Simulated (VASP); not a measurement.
## NbN: cell size against the level of theory

How close do the usual functionals, with and without dispersion, come to the cell of NbN? The levels: PBE, LDA and PBE + D3(BJ). The start is a cell from a database of measured crystal structures.

Calculated with VASP 6.6.1; PBE; plane waves and PAW (Nb_sv, N), in the first sound run; inputs show where later runs differ.

## Step 1: The structure

Before any relaxation, the start is as follows. Symmetry: Fm-3m, No. 225, cubic system. The conventional cell has a = 4.389 Å, b = 4.389 Å, c = 4.389 Å, α = 90.00°, β = 90.00°, γ = 90.00°. Nearest to Nb lie 6 N at 2.19 Å. Nearest to N lie 6 Nb at 2.19 Å. Farther neighbours and most contacts between anions are not listed.

## Step 2: Relaxation with PBE

The start need not lie at this functional's minimum. ISIF = 3 frees volume, shape and positions, and EDIFFG sets the threshold on forces and stress at which the search stops. PBE, the usual starting point, adds the gradient of the density.

File INCAR:

```
SYSTEM = NbN
PREC = Accurate
ENCUT = 560
EDIFF = 1E-06
NELM = 100
ISMEAR = -1
SIGMA = 0.05
LREAL = .FALSE.
ALGO = Normal
GGA = PE
NBANDS = 15
LASPH = .TRUE.
LORBIT = 11
LWAVE = .FALSE.
LCHARG = .FALSE.
KPAR = 2
IBRION = 2
NSW = 60
ISIF = 3
EDIFFG = -0.01
```

File POSCAR:

```
NbN
1.0
    0.0000000000      2.1945000000      2.1945000000
    2.1945000000      0.0000000000      2.1945000000
    2.1945000000      2.1945000000      0.0000000000
Nb N
1 1
Direct
    0.5000000000      0.5000000000      0.5000000000
    0.0000000000      0.0000000000      0.0000000000
```

File KPOINTS:

```
Automatic mesh
0
Gamma
10 10 10
0 0 0
```

Potentials, in the order of the species: Nb_sv and N (PBE family, release 64).

On the command line:

```console
$ mpirun -np 2 vasp_std
```

The log of the run:

```text
[banner, memory and clock lines left out]
running    2 mpi-ranks, on    1 nodes
 distrk:  each k-point on    1 cores,    2 groups
 distr:  one band on    1 cores,    1 groups

 POSCAR found type information on POSCAR NbN
 POSCAR found :  2 types and       2 ions
 LDA part: xc-table for (Slater+PW92), standard interpolation
 POSCAR, INCAR and KPOINTS ok, starting setup
 FFT: planning ... GRIDC
 FFT: planning ... GRID_SOFT
 FFT: planning ... GRID
 WAVECAR not read
 entering main loop
       N       E                     dE             d eps       ncg     rms          rms(c)
DAV:   1     0.163172426333E+03    0.16317E+03   -0.10829E+04  1410   0.135E+03
DAV:   2    -0.141041461104E+02   -0.17728E+03   -0.17055E+03  1732   0.449E+02
DAV:   3    -0.238462236118E+02   -0.97421E+01   -0.96039E+01  2528   0.882E+01
DAV:   4    -0.239938544631E+02   -0.14763E+00   -0.14748E+00  1720   0.898E+00
DAV:   5    -0.239978650563E+02   -0.40106E-02   -0.40100E-02  2065   0.142E+00    0.128E+01
DAV:   6    -0.206963344538E+02    0.33015E+01   -0.97555E+00  2106   0.338E+01    0.462E+00
DAV:   7    -0.205530308315E+02    0.14330E+00   -0.66537E-01  1763   0.876E+00    0.273E+00
DAV:   8    -0.205425501563E+02    0.10481E-01   -0.17577E-01  2240   0.457E+00    0.114E+00
DAV:   9    -0.205361535392E+02    0.63966E-02   -0.31444E-02  2023   0.215E+00    0.453E-01
DAV:  10    -0.205361801501E+02   -0.26611E-04   -0.22628E-03  1991   0.663E-01    0.806E-02
DAV:  11    -0.205361307732E+02    0.49377E-04   -0.24483E-04  1782   0.152E-01    0.349E-02
DAV:  12    -0.205361333332E+02   -0.25600E-05   -0.12765E-05  1793   0.386E-02    0.613E-03
DAV:  13    -0.205361332718E+02    0.61428E-07   -0.17800E-06  1376   0.200E-02
   1 F= -.20536133E+02 E0= -.20530622E+02  d E =-.205361E+02
 curvature:   0.00 expect dE= 0.000E+00 dE for cont linesearch  0.000E+00
 trial: gam= 0.00000 g(F)=  0.110E-64 g(S)=  0.532E-01 ort = 0.000E+00 (trialstep = 0.100E+01)
 search vector abs. value=  0.532E-01
 bond charge predicted
       N       E                     dE             d eps       ncg     rms          rms(c)
DAV:   1    -0.209993102480E+02   -0.46318E+00   -0.15651E+01  1991   0.526E+01    0.526E+00
DAV:   2    -0.205755876999E+02    0.42372E+00   -0.12773E+00  1832   0.147E+01    0.218E+00
DAV:   3    -0.204948067825E+02    0.80781E-01   -0.46010E-01  2157   0.563E+00    0.565E-01
DAV:   4    -0.205002358613E+02   -0.54291E-02   -0.28254E-02  2454   0.179E+00    0.587E-01
DAV:   5    -0.205038270261E+02   -0.35912E-02   -0.32384E-03  1787   0.416E-01    0.460E-01
DAV:   6    -0.205106478767E+02   -0.68209E-02   -0.10312E-02  2400   0.819E-01    0.664E-02
DAV:   7    -0.205106933578E+02   -0.45481E-04   -0.10304E-03  1591   0.220E-01    0.212E-02
DAV:   8    -0.205106968393E+02   -0.34815E-05   -0.31141E-05  2103   0.529E-02    0.134E-02
DAV:   9    -0.205106922376E+02    0.46016E-05   -0.71869E-06  1567   0.352E-02    0.167E-02
DAV:  10    -0.205106960731E+02   -0.38354E-05   -0.19995E-06  1395   0.172E-02    0.333E-03
DAV:  11    -0.205106966213E+02   -0.54825E-06   -0.22102E-07   908   0.664E-03
   2 F= -.20510697E+02 E0= -.20505086E+02  d E =0.254367E-01
 trial-energy change:    0.025437  1 .order    0.023728   -0.053191    0.100647
 step:   0.3310(harm=  0.3458)  dis= 0.00000  next Energy=   -20.544874 (dE=-0.874E-02)
 bond charge predicted
       N       E                     dE             d eps       ncg     rms          rms(c)
DAV:   1    -0.207567126951E+02   -0.24602E+00   -0.69691E+00  1970   0.351E+01    0.371E+00
DAV:   2    -0.205781545347E+02    0.17856E+00   -0.53287E-01  1819   0.943E+00    0.141E+00
DAV:   3    -0.205383371656E+02    0.39817E-01   -0.18039E-01  2301   0.383E+00    0.500E-01
DAV:   4    -0.205407644548E+02   -0.24273E-02   -0.71709E-03  2289   0.865E-01    0.418E-01
DAV:   5    -0.205431438412E+02   -0.23794E-02   -0.24758E-03  2225   0.319E-01    0.213E-01
DAV:   6    -0.205447320924E+02   -0.15883E-02   -0.40763E-03  2519   0.483E-01    0.420E-02
DAV:   7    -0.205446995962E+02    0.32496E-04   -0.13215E-04  2176   0.997E-02    0.127E-02
DAV:   8    -0.205447019468E+02   -0.23505E-05   -0.38220E-05  2225   0.426E-02    0.144E-02
DAV:   9    -0.205447006110E+02    0.13358E-05   -0.12318E-06  1316   0.139E-02    0.444E-03
DAV:  10    -0.205447002197E+02    0.39131E-06   -0.29160E-07  1090   0.731E-03
   3 F= -.20544700E+02 E0= -.20539158E+02  d E =-.856695E-02
 curvature:  -0.17 expect dE=-0.147E-05 dE for cont linesearch -0.147E-05
 trial: gam= 0.00000 g(F)=  0.742E-60 g(S)=  0.850E-05 ort =-0.672E-03 (trialstep = 0.866E+00)
 search vector abs. value=  0.850E-05
 reached required accuracy - stopping structural energy minimisation
```

The job ended after 9.6 s (2 MPI ranks of Intel Xeon 6975P-C (Granite Rapids), shared host; peak memory 0.28 GiB).

Lines that name or quote the potential files are left out of all logs, and their timing lines are given in words.

From OUTCAR (step 2):

```text
ion  position               nearest neighbor table
   1  0.500  0.500  0.500-   2 2.19   2 2.19   2 2.19   2 2.19   2 2.19   2 2.19
   2  0.000  0.000  0.000-   1 2.19   1 2.19   1 2.19   1 2.19   1 2.19   1 2.19

  LATTYP: Found a face centered cubic cell.
 ALAT       =     4.3890000000

 Subroutine GETGRP returns: Found 48 space group operations
 (whereof 48 operations were pure point group operations)

The static configuration has the point symmetry O_h .

 Found     47 irreducible k-points:

   k-points           NKPTS =     47   k-points in BZ     NKDIM =     47   number of bands    NBANDS=     15

   dimension x,y,z NGX =    24 NGY =   24 NGZ =   24
   dimension x,y,z NGXF=    48 NGYF=   48 NGZF=   48

   ENCUT  =  560.0 eV  41.16 Ry    6.42 a.u.   5.99  5.99  5.99*2*pi/ulx,y,z

   NELECT =      18.0000    total number of electrons

 k-points in reciprocal lattice and weights: Automatic mesh
   0.00000000  0.00000000  0.00000000       0.001
   0.10000000  0.00000000  0.00000000       0.008
   0.20000000  0.00000000  0.00000000       0.008
   0.30000000  0.00000000  0.00000000       0.008
   0.40000000  0.00000000  0.00000000       0.008
   0.50000000  0.00000000  0.00000000       0.004
   0.10000000  0.10000000  0.00000000       0.006
   0.20000000  0.10000000  0.00000000       0.024
   0.30000000  0.10000000  0.00000000       0.024
[...]
-0.30000000  0.40000000  0.20000000       0.024
  -0.30000000  0.50000000  0.20000000       0.012

 average (electrostatic) potential at core
       1 -76.3976       2 -56.5755

 E-fermi :  13.7372

 k-point     1 :       0.0000    0.0000    0.0000
  band No.  band energies     occupation
    ...
      9      11.7538      2.00000
     10      11.7538      2.00000
     11      11.7538      2.00000
     12      13.5758      1.92373
     13      13.5758      1.92373
     14      16.7839      0.00000
     15      23.1504      0.00000

 k-point     2 :       0.1000    0.0000    0.0000
  band No.  band energies     occupation
    ...
      7       9.6634      2.00000
      8       9.6634      2.00000
      9      12.0762      2.00000
     10      12.0762      2.00000
     11      12.2376      2.00000
     12      14.4906      0.00000
     13      14.4906      0.00000
     14      17.3567      0.00000
     15      23.7737      0.00000

 k-point     3 :       0.2000    0.0000    0.0000
  band No.  band energies     occupation
    ...
      7       8.5037      2.00000
      8       8.5037      2.00000
      9      12.7809      2.00000
     10      12.7809      2.00000
     11      12.8522      2.00000
     12      16.2755      0.00000
     13      16.2755      0.00000
     14      18.5771      0.00000
     15      25.1547      0.00000

  Total       -0.0108364     -0.0108364     -0.0108364     -0.0000000      0.0000000      0.0000000
  in kB       -0.8047658     -0.8047658     -0.8047658     -0.0000000      0.0000000      0.0000000
  external PRESSURE =      -0.8047658 kB  Pullay stress =       0.0000000 kB

  energy-cutoff  :      560.00
  volume of cell :       21.57
      direct lattice vectors                 reciprocal lattice vectors
     0.000000000  2.209521939  2.209521939    -0.226293295  0.226293295  0.226293295
     2.209521939 -0.000000000  2.209521939     0.226293295 -0.226293295  0.226293295
     2.209521939  2.209521939 -0.000000000     0.226293295  0.226293295 -0.226293295

 POSITION                                       TOTAL-FORCE (eV/Angst)
 -----------------------------------------------------------------------------------
      2.20952      2.20952      2.20952         0.000000      0.000000      0.000000
      0.00000      0.00000      0.00000        -0.000000     -0.000000     -0.000000
 -----------------------------------------------------------------------------------
    total drift:                                0.000000     -0.000000      0.000000

  FREE ENERGIE OF THE ION-ELECTRON SYSTEM (eV)
  ---------------------------------------------------
  free  energy   TOTEN  =       -20.5447002197 eV

  energy  without entropy=      -20.5336156445  energy(sigma->0) =      -20.53915793

 reached required accuracy - stopping structural energy minimisation

 total charge
# of ion       s       p       d       tot
------------------------------------------
    1        2.148   6.051   2.422  10.621
    2        1.237   2.501   0.000   3.738
--------------------------------------------------
tot          3.385   8.552   2.422  14.359

[... 3 further parts left out ...]
```

The run keeps the 48 symmetry operations of its start, so it cannot find a distortion of lower symmetry.

Step by step:

```csv
step,energy less that of the first step (eV),largest force (eV/Å),pressure (GPa),volume (Å³)
1,0.0000,0.0000,6.50,21.14
2,0.0254,0.0000,-11.56,22.48
3,-0.0086,0.0000,-0.08,21.57
```

```csv
"conventional cell, symmetrised",before,after,change
a (Å),4.389,4.419,+0.7 %
b (Å),4.389,4.419,+0.7 %
c (Å),4.389,4.419,+0.7 %
volume (Å³/atom),10.57,10.79,+2.1 %
```

Final coordinates:

```xyz
2
Lattice="0.0000 2.2095 2.2095 2.2095 0.0000 2.2095 2.2095 2.2095 0.0000" Properties=species:S:1:pos:R:3 pbc="T T T"
Nb    2.2095    2.2095    2.2095
N     0.0000    0.0000    0.0000
```

Numbers from this step:

* electrons: 18
* bands: 15
* irreducible k-points: 47
* symmetry operations: 48
* free energy (TOTEN): -20.54 eV
* energy at zero smearing: -20.54 eV
* Fermi energy: 13.74 eV
* pressure: -0.08048 GPa
* metallic: yes
* SCF cycles over all ionic steps: 34

It ends with forces that vanish by symmetry and a pressure of -0.08 GPa. The volume lies +2.1 % from that of the database's start. The conventional cell has a = 4.419 Å.

## Step 3: Relaxation with LDA

This step: LDA; plane waves and PAW (Nb_sv, N) (VASP 6.6.1).

LDA, the lowest rung, knows the local density alone.

Edit INCAR of step 2 so:

```diff
@@ -9,3 +9,3 @@
 ALGO = Normal
-GGA = PE
+GGA = CA
 NBANDS = 15
```

POSCAR is that of step 2.

KPOINTS is that of step 2.

On the command line:

```console
$ mpirun -np 2 vasp_std
```

The log of the run:

```text
[banner, memory and clock lines left out]
running    2 mpi-ranks, on    1 nodes
 distrk:  each k-point on    1 cores,    2 groups
 distr:  one band on    1 cores,    1 groups

 POSCAR found type information on POSCAR NbN
 POSCAR found :  2 types and       2 ions
|                                                                             |
|               ----> ADVICE to this user running VASP <----                  |
|                                                                             |
|     You enforced a specific xc type in the INCAR file but a different       |
|     [... a line on the potential file left out ...]
|     I HOPE YOU KNOW WHAT YOU ARE DOING!                                     |
|                                                                             |

 LDA part: xc-table for (Slater(with rela. corr.)+CA(PZ))
 , standard interpolation
 POSCAR, INCAR and KPOINTS ok, starting setup
 FFT: planning ... GRIDC
 FFT: planning ... GRID_SOFT
 FFT: planning ... GRID
 WAVECAR not read
 entering main loop
       N       E                     dE             d eps       ncg     rms          rms(c)
DAV:   1     0.160124591416E+03    0.16012E+03   -0.10806E+04  1410   0.135E+03
DAV:   2    -0.164488075141E+02   -0.17657E+03   -0.16982E+03  1725   0.448E+02
DAV:   3    -0.261500338060E+02   -0.97012E+01   -0.95620E+01  2507   0.879E+01
DAV:   4    -0.262959564380E+02   -0.14592E+00   -0.14572E+00  1747   0.891E+00
DAV:   5    -0.262999686860E+02   -0.40122E-02   -0.40109E-02  2022   0.147E+00    0.129E+01
DAV:   6    -0.230982255359E+02    0.32017E+01   -0.95024E+00  2127   0.335E+01    0.477E+00
DAV:   7    -0.229221766652E+02    0.17605E+00   -0.67040E-01  1792   0.875E+00    0.280E+00
DAV:   8    -0.228955502486E+02    0.26626E-01   -0.19610E-01  2113   0.436E+00    0.902E-01
DAV:   9    -0.228908536566E+02    0.46966E-02   -0.27627E-02  1860   0.199E+00    0.430E-01
DAV:  10    -0.228904895683E+02    0.36409E-03   -0.22521E-03  1751   0.599E-01    0.695E-02
DAV:  11    -0.228904433091E+02    0.46259E-04   -0.21527E-04  1792   0.135E-01    0.388E-02
DAV:  12    -0.228904396486E+02    0.36605E-05   -0.17279E-05  1931   0.466E-02    0.911E-03
DAV:  13    -0.228904394582E+02    0.19042E-06   -0.50296E-07  1240   0.839E-03
   1 F= -.22890439E+02 E0= -.22884962E+02  d E =-.228904E+02
 curvature:   0.00 expect dE= 0.000E+00 dE for cont linesearch  0.000E+00
 trial: gam= 0.00000 g(F)=  0.287E-59 g(S)=  0.681E-01 ort = 0.000E+00 (trialstep = 0.100E+01)
 search vector abs. value=  0.681E-01
 bond charge predicted
       N       E                     dE             d eps       ncg     rms          rms(c)
DAV:   1    -0.234678672124E+02   -0.57743E+00   -0.20720E+01  1977   0.617E+01    0.720E+00
DAV:   2    -0.229453789751E+02    0.52249E+00   -0.15661E+00  1750   0.167E+01    0.248E+00
DAV:   3    -0.228250921050E+02    0.12029E+00   -0.55390E-01  2363   0.716E+00    0.111E+00
DAV:   4    -0.228337710368E+02   -0.86789E-02   -0.14923E-02  2021   0.121E+00    0.777E-01
DAV:   5    -0.228416600251E+02   -0.78890E-02   -0.12077E-02  2295   0.595E-01    0.326E-01
DAV:   6    -0.228446236830E+02   -0.29637E-02   -0.11519E-02  2667   0.922E-01    0.804E-02
DAV:   7    -0.228447458922E+02   -0.12221E-03   -0.92179E-04  2531   0.253E-01    0.116E-02
DAV:   8    -0.228447503936E+02   -0.45014E-05   -0.73833E-05  1725   0.506E-02    0.980E-03
DAV:   9    -0.228447507816E+02   -0.38796E-06   -0.35820E-06  1920   0.178E-02
   2 F= -.22844751E+02 E0= -.22839350E+02  d E =0.456887E-01
 trial-energy change:    0.045689  1 .order    0.048230   -0.068140    0.164600
 step:   0.3067(harm=  0.2928)  dis= 0.00000  next Energy=   -22.900962 (dE=-0.105E-01)
 bond charge predicted
       N       E                     dE             d eps       ncg     rms          rms(c)
DAV:   1    -0.232141155799E+02   -0.36937E+00   -0.10033E+01  1935   0.431E+01    0.466E+00
DAV:   2    -0.229410235473E+02    0.27309E+00   -0.79686E-01  1840   0.120E+01    0.175E+00
DAV:   3    -0.228898654127E+02    0.51158E-01   -0.30462E-01  2176   0.479E+00    0.553E-01
DAV:   4    -0.228943243645E+02   -0.44590E-02   -0.13088E-02  2321   0.120E+00    0.507E-01
DAV:   5    -0.228977810795E+02   -0.34567E-02   -0.27840E-03  2132   0.375E-01    0.318E-01
DAV:   6    -0.229011742663E+02   -0.33932E-02   -0.63491E-03  2552   0.646E-01    0.448E-02
DAV:   7    -0.229011630485E+02    0.11218E-04   -0.18760E-04  1670   0.123E-01    0.172E-02
DAV:   8    -0.229011606492E+02    0.23993E-05   -0.13108E-05  2154   0.408E-02    0.108E-02
DAV:   9    -0.229011616213E+02   -0.97208E-06   -0.17525E-06  1704   0.145E-02
   3 F= -.22901162E+02 E0= -.22895709E+02  d E =-.107222E-01
 curvature:  -0.15 expect dE=-0.259E-05 dE for cont linesearch -0.259E-05
 trial: gam=-0.01585 g(F)=  0.305E-64 g(S)=  0.177E-04 ort = 0.110E-02 (trialstep = 0.861E+00)
 search vector abs. value=  0.469E-08
 reached required accuracy - stopping structural energy minimisation
```

Run time: 7.8 s. Hardware: 2 MPI ranks; peak memory 0.26 GiB; 14 s of CPU time.

Parts of OUTCAR (step 3):

```text
The static configuration has the point symmetry O_h .

 Found     47 irreducible k-points:

   NELECT =      18.0000    total number of electrons

 E-fermi :  14.1313

 k-point     1 :       0.0000    0.0000    0.0000
  band No.  band energies     occupation
    ...
      9      12.0171      2.00000
     10      12.0171      2.00000
     11      12.0171      2.00000
     12      13.9343      1.96185
     13      13.9343      1.96185
     14      17.6905      0.00000
     15      23.5228      0.00000

 k-point     2 :       0.1000    0.0000    0.0000
  band No.  band energies     occupation
    ...
      7       9.8958      2.00000
      8       9.8958      2.00000
      9      12.3603      2.00000
     10      12.3603      2.00000
     11      12.5437      2.00000
     12      14.9121      0.00000
     13      14.9121      0.00000
     14      18.2407      0.00000
     15      24.1929      0.00000

  Total       -0.0156329     -0.0156329     -0.0156329      0.0000000     -0.0000000      0.0000000
  in kB       -1.2108757     -1.2108757     -1.2108757      0.0000000     -0.0000000      0.0000000
  external PRESSURE =      -1.2108757 kB  Pullay stress =       0.0000000 kB

  energy-cutoff  :      560.00
  volume of cell :       20.68
      direct lattice vectors                 reciprocal lattice vectors
     0.000000000  2.178745742  2.178745742    -0.229489835  0.229489835  0.229489835
     2.178745742 -0.000000000  2.178745742     0.229489835 -0.229489835  0.229489835
     2.178745742  2.178745742 -0.000000000     0.229489835  0.229489835 -0.229489835

 POSITION                                       TOTAL-FORCE (eV/Angst)
 -----------------------------------------------------------------------------------
      2.17875      2.17875      2.17875         0.000000      0.000000     -0.000000
      0.00000      0.00000      0.00000        -0.000000     -0.000000      0.000000
 -----------------------------------------------------------------------------------
    total drift:                                0.000000     -0.000000      0.000000

  FREE ENERGIE OF THE ION-ELECTRON SYSTEM (eV)
  ---------------------------------------------------
  free  energy   TOTEN  =       -22.9011616213 eV

  energy  without entropy=      -22.8902554631  energy(sigma->0) =      -22.89570854

 total charge
# of ion       s       p       d       tot
------------------------------------------
    1        2.156   6.064   2.485  10.705
    2        1.223   2.523   0.000   3.746
--------------------------------------------------
tot          3.379   8.587   2.485  14.451

[... 8 parts as in an earlier step ...]

[... 5 further parts left out ...]
```

The PAW data sets were made with PBE, though LDA sets exist; this is a small mismatch.

The steps of the relaxation:

```
step  energy less that of the first step (eV)  largest force (eV/Å)  pressure (GPa)  volume (Å³)
   1                                   0.0000                0.0000           -7.36        21.14
   2                                   0.0457                0.0000           19.08        19.69
   3                                  -0.0107                0.0000           -0.12        20.68
```

```
conventional cell, symmetrised  before  after  change
                         a (Å)   4.389  4.357  -0.7 %
                         b (Å)   4.389  4.357  -0.7 %
                         c (Å)   4.389  4.357  -0.7 %
              volume (Å³/atom)   10.57  10.34  -2.1 %
```

Final coordinates:

```cif
data_structure
_symmetry_space_group_name_H-M 'P 1'
_symmetry_Int_Tables_number 1
_cell_length_a 3.0812
_cell_length_b 3.0812
_cell_length_c 3.0812
_cell_angle_alpha 60.000
_cell_angle_beta 60.000
_cell_angle_gamma 60.000
_cell_volume 20.68
loop_
_atom_site_label
_atom_site_type_symbol
_atom_site_fract_x
_atom_site_fract_y
_atom_site_fract_z
_atom_site_occupancy
Nb1 Nb 0.50000 0.50000 0.50000 1
N2 N 0.00000 0.00000 0.00000 1
```

Numbers from this step:

```yaml
free_energy_toten: -22.90 eV
energy_at_zero_smearing: -22.90 eV
fermi_energy: 14.13 eV
pressure: -0.1211 GPa
scf_cycles_over_all_ionic_steps: 31
```

It ends at 10.34 Å³/atom, -2.1 % from the start, with -0.12 GPa left. The conventional cell has a = 4.357 Å.

[end of part 1 of 2]

[Lines on the potential files, build, host, timing and source positions are cut from VASP's logs without a mark.]

[Logs are printed without paths, hosts, clocks, repeated set-up lines and the standing remarks that a program may print on its own settings, such as how far it seeks lower states.]

[Hosts, paths, dates, database ids (printed as entryN), source tags and the programs' standing remarks are cut or masked in the printed files.]

[A measured line is paired with the nearest computed mode of its activity, which favours agreement.]

[In band tables of VASP the shares of atoms and orbitals are scaled to a sum of 1 inside the atoms' spheres.]
